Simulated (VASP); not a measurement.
# C (a cell with a defect) in VASP: relaxation of the atoms with PBEsol

Aim: the relaxation of the atoms of C (a cell with a defect) with PBEsol.

Program: VASP 6.6.1. These are calculated values, not measurements. Logs are shortened: lines on timing, memory, paths and dates and some standing lists are left out, and cuts for length are marked.

### 1 The structure

The cell holds a defect, 63 atoms: a = 7.112 Å, b = 7.112 Å, c = 7.112 Å, α = 90.00°, β = 90.00°, γ = 90.00°.

The cell was built by a generator and needn't be a form met in nature.

### 2 Relaxation of the atoms, PBEsol

The input, INCAR:

```
  PREC = Accurate
  ENCUT = 450
  EDIFF = 1E-6
  ISMEAR = -1
  SIGMA = 0.05
  LREAL = False
  LASPH = True
  NELM = 100
  ALGO = Normal
  ISIF = 2
  LWAVE = False
  LCHARG = False
  GGA = PS
  IBRION = 2
  NSW = 40
  EDIFFG = -0.01
```

The input, KPOINTS:

```
regular mesh
0
Gamma
  2 2 2
```

The input, POSCAR:

```
C
1.0
    7.1120000000      0.0000000000      0.0000000000
    0.0000000000      7.1120000000      0.0000000000
    0.0000000000      0.0000000000      7.1120000000
C
63
Direct
    0.7500000000      0.2500000000      0.0000000000
    0.7500000000      0.0000000000      0.2500000000
    0.0000000000      0.0000000000      0.0000000000
    0.2500000000      0.2500000000      0.0000000000
    0.5000000000      0.5000000000      0.0000000000
    0.7500000000      0.7500000000      0.0000000000
    0.2500000000      0.0000000000      0.2500000000
    0.5000000000      0.2500000000      0.2500000000
    0.7500000000      0.5000000000      0.2500000000
    0.5000000000      0.0000000000      0.5000000000
    0.7500000000      0.2500000000      0.5000000000
    0.7500000000      0.0000000000      0.7500000000
    0.0000000000      0.5000000000      0.0000000000
    0.2500000000      0.7500000000      0.0000000000
    0.0000000000      0.2500000000      0.2500000000
    0.2500000000      0.5000000000      0.2500000000
    0.5000000000      0.7500000000      0.2500000000
    0.0000000000      0.0000000000      0.5000000000
    0.2500000000      0.2500000000      0.5000000000
    0.5000000000      0.5000000000      0.5000000000
    0.7500000000      0.7500000000      0.5000000000
    0.2500000000      0.0000000000      0.7500000000
    0.5000000000      0.2500000000      0.7500000000
    0.7500000000      0.5000000000      0.7500000000
    0.0000000000      0.7500000000      0.2500000000
    0.0000000000      0.5000000000      0.5000000000
    0.2500000000      0.7500000000      0.5000000000
    0.0000000000      0.2500000000      0.7500000000
    0.2500000000      0.5000000000      0.7500000000
    0.5000000000      0.7500000000      0.7500000000
    0.0000000000      0.7500000000      0.7500000000
    0.6250000000      0.1250000000      0.1250000000
    0.8750000000      0.3750000000      0.1250000000
    0.8750000000      0.1250000000      0.3750000000
    0.1250000000      0.1250000000      0.1250000000
    0.3750000000      0.3750000000      0.1250000000
    0.6250000000      0.6250000000      0.1250000000
    0.8750000000      0.8750000000      0.1250000000
    0.3750000000      0.1250000000      0.3750000000
    0.6250000000      0.3750000000      0.3750000000
    0.8750000000      0.6250000000      0.3750000000
    0.6250000000      0.1250000000      0.6250000000
    0.8750000000      0.3750000000      0.6250000000
    0.8750000000      0.1250000000      0.8750000000
    0.1250000000      0.6250000000      0.1250000000
    0.3750000000      0.8750000000      0.1250000000
    0.1250000000      0.3750000000      0.3750000000
    0.3750000000      0.6250000000      0.3750000000
    0.6250000000      0.8750000000      0.3750000000
    0.1250000000      0.1250000000      0.6250000000
    0.3750000000      0.3750000000      0.6250000000
    0.6250000000      0.6250000000      0.6250000000
    0.8750000000      0.8750000000      0.6250000000
    0.3750000000      0.1250000000      0.8750000000
    0.6250000000      0.3750000000      0.8750000000
    0.8750000000      0.6250000000      0.8750000000
    0.1250000000      0.8750000000      0.3750000000
    0.1250000000      0.6250000000      0.6250000000
    0.3750000000      0.8750000000      0.6250000000
    0.1250000000      0.3750000000      0.8750000000
    0.3750000000      0.6250000000      0.8750000000
    0.6250000000      0.8750000000      0.8750000000
    0.1250000000      0.8750000000      0.8750000000
```

Potentials or basis: VASP PAW PBE potentials, release 64 (C).

Started as:

```console
> cat potpaw_PBE.64/C/POTCAR > POTCAR
> mpirun -np 1 vasp_std > vasp.out
```

OUTCAR:

```text
PREC = Accurate
   ENCUT = 450
   EDIFF = 1E-6
   ISMEAR = -1
   LREAL = False
   LASPH = True
   NELM = 100
   ISIF = 2
   GGA = PS
   IBRION = 2
   NSW = 40
   EDIFFG = -0.01

 ion  position               nearest neighbor table
   1  0.750  0.250  0.000-  32 1.54  33 1.54  44 1.54  55 1.54
   2  0.750  0.000  0.250-  32 1.54  34 1.54  38 1.54  49 1.54
   3  0.000  0.000  0.000-  35 1.54  38 1.54  44 1.54  63 1.54
   4  0.250  0.250  0.000-  35 1.54  36 1.54  54 1.54  60 1.54
   5  0.500  0.500  0.000-  36 1.54  37 1.54  55 1.54  61 1.54
   6  0.750  0.750  0.000-  37 1.54  38 1.54  56 1.54  62 1.54
[... 43 lines left out ...]
  50  0.125  0.125  0.625-  18 1.54  19 1.54  22 1.54  28 1.54
  51  0.375  0.375  0.625-  19 1.54  20 1.54  23 1.54  29 1.54
  52  0.625  0.625  0.625-  20 1.54  21 1.54  24 1.54  30 1.54
  53  0.875  0.875  0.625-  12 1.54  18 1.54  21 1.54  31 1.54
  54  0.375  0.125  0.875-   4 1.54  22 1.54  23 1.54
  55  0.625  0.375  0.875-   1 1.54   5 1.54  23 1.54  24 1.54
  56  0.875  0.625  0.875-   6 1.54  13 1.54  24 1.54  31 1.54
  57  0.125  0.875  0.375-   7 1.54  18 1.54  25 1.54  27 1.54
  58  0.125  0.625  0.625-  26 1.54  27 1.54  29 1.54  31 1.54
  59  0.375  0.875  0.625-  10 1.54  22 1.54  27 1.54  30 1.54
  60  0.125  0.375  0.875-   4 1.54  13 1.54  28 1.54  29 1.54
  61  0.375  0.625  0.875-   5 1.54  14 1.54  29 1.54  30 1.54
  62  0.625  0.875  0.875-   6 1.54  12 1.54  30 1.54
  63  0.125  0.875  0.875-   3 1.54  14 1.54  22 1.54  31 1.54

  LATTYP: Found a simple cubic cell.
 ALAT       =     7.1120000000

  Lattice vectors:

 A1 = (   7.1120000000,   0.0000000000,   0.0000000000)
 A2 = (   0.0000000000,   7.1120000000,   0.0000000000)
 A3 = (   0.0000000000,   0.0000000000,   7.1120000000)

Analysis of symmetry for initial positions (statically):
=====================================================================
 Subroutine PRICEL returns:
 Original cell was already a primitive cell.

 Routine SETGRP: Setting up the symmetry group for a
 simple cubic supercell.

 Subroutine GETGRP returns: Found 24 space group operations
 (whereof  8 operations were pure point group operations)
 out of a pool of 48 trial point group operations.

The static configuration has the point symmetry D_2d.
 The point group associated with its full space group is T_d .

Analysis of symmetry for dynamics (positions and initial velocities):
=====================================================================
 Subroutine PRICEL returns:
 Original cell was already a primitive cell.

 Routine SETGRP: Setting up the symmetry group for a
 simple cubic supercell.

 Subroutine GETGRP returns: Found 24 space group operations
 (whereof  8 operations were pure point group operations)
 out of a pool of 48 trial point group operations.

The dynamic configuration has the point symmetry D_2d.
 The point group associated with its full space group is T_d .

 Subroutine INISYM returns: Found 24 space group operations
 (whereof  8 operations are pure point group operations),
 and found     1 'primitive' translations

----------------------------------------------------------------------------------------

                                     Primitive cell

  volume of cell :     359.7288

  direct lattice vectors                    reciprocal lattice vectors
     7.112000000  0.000000000  0.000000000     0.140607424  0.000000000  0.000000000
     0.000000000  7.112000000  0.000000000     0.000000000  0.140607424  0.000000000
     0.000000000  0.000000000  7.112000000     0.000000000  0.000000000  0.140607424

  length of vectors
     7.112000000  7.112000000  7.112000000     0.140607424  0.140607424  0.140607424

  position of ions in fractional coordinates (direct lattice)
     0.750000000  0.250000000  0.000000000
     0.750000000  0.000000000  0.250000000
     0.000000000  0.000000000  0.000000000
     0.250000000  0.250000000  0.000000000
     0.500000000  0.500000000  0.000000000
[... 153 lines left out ...]
  0.000000  0.000000  0.000000      1.000000
  0.500000  0.000000  0.000000      3.000000
  0.500000  0.500000  0.000000      3.000000
  0.500000  0.500000  0.500000      1.000000
   k-points           NKPTS =      4   k-points in BZ     NKDIM =      4   number of bands    NBANDS=    158
   number of dos      NEDOS =    301   number of ions     NIONS =     63
   total plane-waves  NPLWV = 125000
   dimension x,y,z NGX =    50 NGY =   50 NGZ =   50
   dimension x,y,z NGXF=   100 NGYF=  100 NGZF=  100
   ions per type =              63
   NGX,Y,Z   is equivalent  to a cutoff of  11.69, 11.69, 11.69 a.u.
   NGXF,Y,Z  is equivalent  to a cutoff of  23.38, 23.38, 23.38 a.u.
 SYSTEM =  unknown system
   PREC   = accura    normal or accurate (medium, high low for compatibility)
   ISTART =      0    job   : 0-new  1-cont  2-samecut
   ICHARG =      2    charge: 1-file 2-atom 10-const
   ISPIN  =      1    spin polarized calculation?
   LNONCOLLINEAR =      F non collinear calculations
   LSORBIT =      F    spin-orbit coupling
   LASPH  =      T    aspherical Exc in radial PAW
   ENCUT  =  450.0 eV  33.07 Ry    5.75 a.u.  12.30 12.30 12.30*2*pi/ulx,y,z
   NELM   =    100;   NELMIN=  2; NELMDL= -5     # of ELM steps
   EDIFF  = 0.1E-05   stopping-criterion for ELM
   LREAL  =      F    real-space projection
   EDIFFG = -.1E-01   stopping-criterion for IOM
   NSW    =     40    number of steps for IOM
   IBRION =      2    ionic relax: 0-MD 1-quasi-New 2-CG
   NFREE  =      1    steps in history (QN), initial steepest desc. (CG)
   ISIF   =      2    stress and relaxation
   ISYM   =      2    0-nonsym 1-usesym 2-fastsym
   POTIM  = 0.5000    time-step for ionic-motion
   TEBEG  =    0.0;   TEEND  =   0.0 temperature during run
   PSTRESS=    0.0 pullay stress
   NELECT =     252.0000    total number of electrons
   NUPDOWN=      -1.0000    fix difference up-down
   EMIN   =  10.00;   EMAX   =-10.00  energy-range for DOS
   EFERMI =   0.00;   METHOD = LEGACY
   ISMEAR =    -1;   SIGMA  =   0.05  broadening in eV -4-tet -1-fermi 0-gaus
   EFERMI_NEDOS =   21; number of points for ismear=-14 and -15
   IALGO  =     38    algorithm
   IMIX   =      4    mixing-type and parameters
     AMIX     =   0.40;   BMIX     =  1.00
     AMIX_MAG =   1.60;   BMIX_MAG =  1.00
  volume/ion in A,a.u.               =       5.71        38.53
  Fermi-wavevector in a.u.,A,eV,Ry     =   1.453952  2.747570 28.762377  2.113975
  Thomas-Fermi vector in A             =   2.571159
   LORBIT       =      0    0 simple, 1 ext, 2 COOP (PROOUT), +10 PAW based schemes
   GGA     = PS    functional components
   LHFCALC =     F    Hartree Fock is set to
   AEXX    =    0.0000 exact exchange contribution
   IVDW    =     0    specifies the selected vdW correction
   LEPSILON=     F    determine dielectric tensor
   LRPA    =     F    only Hartree local field effects (RPA)
 conjugate gradient relaxation of ions
 non-spin polarized calculation
  energy-cutoff  :      450.00
  volume of cell :      359.73
 maximum number of plane-waves:      7856
 NGX is ok and might be reduce to    50
   NGX = 25   NGY = 25   NGZ = 25

--------------------------------------- Ionic step        1  -------------------------------------------

 number of electron     251.9999966 magnetization

 Free energy of the ion-electron system (eV)
  ---------------------------------------------------
  ext. energy  EPLUGINS =         0.00000000
  ---------------------------------------------------
  free energy    TOTEN  =      -598.95402002 eV

  energy without entropy =     -598.88604740  energy(sigma->0) =     -598.92003371

------------------------ aborting loop because EDIFF is reached ----------------------------------------

  FORCE on cell =-STRESS in cart. coord.  units (eV):
  Direction    XX          YY          ZZ          XY          YZ          ZX
  --------------------------------------------------------------------------------------
  -------------------------------------------------------------------------------------
  Total       -4.5519027     -4.5519027     -4.5519027      0.0000000      0.0000000      0.0000000
  in kB      -20.2734803    -20.2734803    -20.2734803      0.0000000      0.0000000      0.0000000
  external PRESSURE =     -20.2734803 kB  Pullay stress =       0.0000000 kB
[... 272 lines left out ...]
  FREE ENERGIE OF THE ION-ELECTRON SYSTEM (eV)
  ---------------------------------------------------
  free  energy   TOTEN  =      -599.5312182873 eV

  energy  without entropy=     -599.4703085274  energy(sigma->0) =     -599.50076341

[... ionic steps 4 to 10 ...]

--------------------------------------- Ionic step       11  -------------------------------------------

 number of electron     251.9999979 magnetization

------------------------ aborting loop because EDIFF is reached ----------------------------------------
[... 189 lines left out ...]
--------------------------------------- Ionic step       13  -------------------------------------------

 number of electron     251.9999979 magnetization

 Free energy of the ion-electron system (eV)
  ---------------------------------------------------
  ext. energy  EPLUGINS =         0.00000000
  ---------------------------------------------------
  free energy    TOTEN  =      -599.68973034 eV

  energy without entropy =     -599.62600379  energy(sigma->0) =     -599.65786707

 E-fermi :  11.0879     XC(G=0): -13.3881

 val. band max:       10.8007623287   @ k =   0.5000   0.0000   0.0000
 cond. band min:      11.1357740422   @ k =   0.5000   0.0000   0.0000
 fundamental gap:      0.3350117135
 Fermi energy:        11.0879032164

 k-point     1 :       0.0000    0.0000    0.0000
  band No.  band energies     occupation
      1     -12.0068      2.00000
      2      -9.7835      2.00000
      3      -9.7835      2.00000
      4      -9.7630      2.00000
      5      -9.7630      2.00000
      6      -9.7630      2.00000
[... 553 lines left out ...]
    137      15.5309      0.00000
    138      15.5309      0.00000
 [bands above 138 left out]

------------------------ aborting loop because EDIFF is reached ----------------------------------------

  FORCE on cell =-STRESS in cart. coord.  units (eV):
  Direction    XX          YY          ZZ          XY          YZ          ZX
  --------------------------------------------------------------------------------------
  -------------------------------------------------------------------------------------
  Total       -0.3906683     -0.3906683     -0.3906683     -0.0000000     -0.0000000      0.0000000
  in kB       -1.7399769     -1.7399769     -1.7399769     -0.0000000     -0.0000000      0.0000000
  external PRESSURE =      -1.7399769 kB  Pullay stress =       0.0000000 kB
[... 78 lines left out ...]
  FREE ENERGIE OF THE ION-ELECTRON SYSTEM (eV)
  ---------------------------------------------------
  free  energy   TOTEN  =      -599.6897303366 eV

  energy  without entropy=     -599.6260037945  energy(sigma->0) =     -599.65786707

 reached required accuracy - stopping structural energy minimisation
```

Wall time 32 min (1 thread of AMD EPYC 9R45 (Zen 5), shared host); peak memory 0.38 GiB.

Results:

* Free energy: -599.6897 eV
* Energy gained by relaxing: 11.7 meV/atom
* Ionic steps: 13
* Band gap on the k mesh: none (metal or under the smearing width)

Forces on the atoms (eV/Å):
```
C    0.000  0.000  0.000
C    0.000  0.000  0.000
C    0.000  0.000  0.000
C    0.000  0.000  0.000
C    0.000  0.000  0.000
C    0.000  0.000  0.000
C    0.000  0.000  0.000
C    0.000  0.000  0.000
C    0.000  0.000  0.000
C    0.000  0.000  0.000
C    0.000  0.000  0.000
C    0.000  0.000  0.000
C    0.000  0.000  0.000
C    0.000  0.000  0.000
C    0.000  0.000  0.000
C    0.000  0.000  0.000
C    0.000  0.000  0.000
C    0.000  0.000  0.000
C    0.000  0.000  0.000
C    0.000  0.000  0.000
C    0.000  0.000  0.000
C    0.000  0.000  0.000
C    0.000  0.000  0.000
C    0.000  0.000  0.000
C    0.000  0.000  0.000
C    0.000  0.000  0.000
C    0.000  0.000  0.000
C    0.000  0.000  0.000
C    0.000  0.000  0.000
C    0.000  0.000  0.000
C    0.000  0.000  0.000
C    0.001  0.001  0.001
C    0.001  0.001 -0.002
C    0.001 -0.002  0.001
C    0.000  0.001  0.001
C   -0.001  0.000  0.001
C    0.001  0.000  0.001
C    0.000 -0.001  0.001
C   -0.001  0.001  0.000
C   -0.002  0.001  0.001
C    0.000  0.000  0.000
C    0.001  0.001  0.000
C    0.000  0.000  0.000
C    0.000  0.001 -0.001
C   -0.001 -0.001 -0.002
C   -0.001 -0.001  0.001
C    0.000  0.000  0.000
C    0.002 -0.001  0.001
C    0.001 -0.001  0.000
C   -0.001 -0.002 -0.001
C    0.002  0.001 -0.001
C   -0.002 -0.001 -0.001
C    0.001  0.002 -0.001
C   -0.001  0.001 -0.001
C    0.001  0.000 -0.001
C    0.001 -0.001  0.002
C   -0.001  0.002  0.001
C    0.000  0.000  0.000
C   -0.001 -0.001  0.000
C   -0.001  0.001  0.002
C   -0.001  0.000 -0.001
C    0.001 -0.001 -0.001
C    0.000 -0.001 -0.001
```

Step by step:
```csv
step,energy change (eV),largest force (eV/Å),pressure (GPa)
1,0.0000,2.5270,-2.03
2,0.0345,2.1020,0.40
3,-0.5772,0.8406,-1.12
4,-0.6908,0.3934,-0.13
5,-0.7060,0.2286,-0.41
6,-0.7208,0.3328,-0.12
7,-0.7312,0.1679,-0.24
8,-0.7343,0.1443,-0.17
9,-0.7354,0.0393,-0.19
10,-0.7356,0.0181,-0.17
11,-0.7357,0.0140,-0.18
12,-0.7357,0.0100,-0.17
13,-0.7357,0.0022,-0.17
```

Final structure:
```cif
data_structure
_symmetry_space_group_name_H-M 'P 1'
_symmetry_Int_Tables_number 1
_cell_length_a 7.1120
_cell_length_b 7.1120
_cell_length_c 7.1120
_cell_angle_alpha 90.000
_cell_angle_beta 90.000
_cell_angle_gamma 90.000
_cell_volume 359.73
loop_
_atom_site_label
_atom_site_type_symbol
_atom_site_fract_x
_atom_site_fract_y
_atom_site_fract_z
_atom_site_occupancy
C1 C 0.74822 0.24822 0.00015 1
C2 C 0.74822 0.00015 0.24822 1
C3 C 0.00000 0.00000 0.00000 1
C4 C 0.25178 0.24822 0.99985 1
C5 C 0.50000 0.50000 0.00000 1
C6 C 0.74822 0.75178 0.99985 1
C7 C 0.25178 0.99985 0.24822 1
C8 C 0.50015 0.24822 0.24822 1
C9 C 0.74971 0.50032 0.24971 1
C10 C 0.50000 0.00000 0.50000 1
C11 C 0.74971 0.24971 0.50032 1
C12 C 0.74822 0.99985 0.75178 1
C13 C 0.00000 0.50000 0.00000 1
C14 C 0.25178 0.75178 0.00015 1
C15 C 0.00032 0.24971 0.24971 1
C16 C 0.25029 0.49968 0.24971 1
C17 C 0.49985 0.75178 0.24822 1
C18 C 0.00000 0.00000 0.50000 1
C19 C 0.25029 0.24971 0.49968 1
C20 C 0.50000 0.50000 0.50000 1
C21 C 0.74971 0.75029 0.49968 1
C22 C 0.25178 0.00015 0.75178 1
C23 C 0.49985 0.24822 0.75178 1
C24 C 0.74971 0.49968 0.75029 1
C25 C 0.99968 0.75029 0.24971 1
C26 C 0.00000 0.50000 0.50000 1
C27 C 0.25029 0.75029 0.50032 1
C28 C 0.99968 0.24971 0.75029 1
C29 C 0.25029 0.50032 0.75029 1
C30 C 0.50015 0.75178 0.75178 1
C31 C 0.00032 0.75029 0.75029 1
C32 C 0.63425 0.13425 0.13425 1
C33 C 0.87581 0.37581 0.12545 1
C34 C 0.87581 0.12545 0.37581 1
C35 C 0.12551 0.12446 0.12446 1
C36 C 0.37554 0.37449 0.12446 1
C37 C 0.62446 0.62551 0.12446 1
C38 C 0.87449 0.87554 0.12446 1
C39 C 0.37554 0.12446 0.37449 1
C40 C 0.62545 0.37581 0.37581 1
C41 C 0.87485 0.62515 0.37485 1
C42 C 0.62446 0.12446 0.62551 1
C43 C 0.87485 0.37485 0.62515 1
C44 C 0.87449 0.12446 0.87554 1
C45 C 0.12419 0.62419 0.12545 1
C46 C 0.36575 0.86575 0.13425 1
C47 C 0.12515 0.37485 0.37485 1
C48 C 0.37455 0.62419 0.37581 1
C49 C 0.62446 0.87554 0.37449 1
C50 C 0.12419 0.12545 0.62419 1
C51 C 0.37455 0.37581 0.62419 1
C52 C 0.62545 0.62419 0.62419 1
C53 C 0.87581 0.87455 0.62419 1
C54 C 0.36575 0.13425 0.86575 1
C55 C 0.62446 0.37449 0.87554 1
C56 C 0.87581 0.62419 0.87455 1
C57 C 0.12419 0.87455 0.37581 1
C58 C 0.12515 0.62515 0.62515 1
C59 C 0.37554 0.87554 0.62551 1
C60 C 0.12419 0.37581 0.87455 1
C61 C 0.37554 0.62551 0.87554 1
C62 C 0.63425 0.86575 0.86575 1
C63 C 0.12551 0.87554 0.87554 1
```

Levels at points of the mesh, in eV from the Fermi level:
```tsv
k point	band 121	band 122	band 123	band 124	band 125	band 126	band 127	band 128	band 129	band 130
(0.00, 0.00, 0.00)	-4.27	-3.44	-2.10	-2.10	-2.10	0.31	0.31	0.31	2.88	2.88
(0.50, 0.00, 0.00)	-3.52	-3.38	-3.34	-3.34	-2.34	-0.29	0.05	0.05	2.67	2.68
(0.50, 0.50, 0.00)	-3.04	-3.04	-2.79	-2.37	-2.30	-0.46	0.16	0.16	4.03	4.03
(0.50, 0.50, 0.50)	-3.28	-3.28	-3.28	-3.27	-3.27	0.17	0.17	0.17	4.35	4.35
```

Caveat: the k mesh is coarse (spacing up to 0.44 Å⁻¹), so the values aren't converged; the cutoff is under 1.25 times the usual one of these potentials, so pressure, stress and relaxed cells hold a basis-set (Pulay) error; the PAW data sets were made with another functional, which shifts forces and pressure a little.
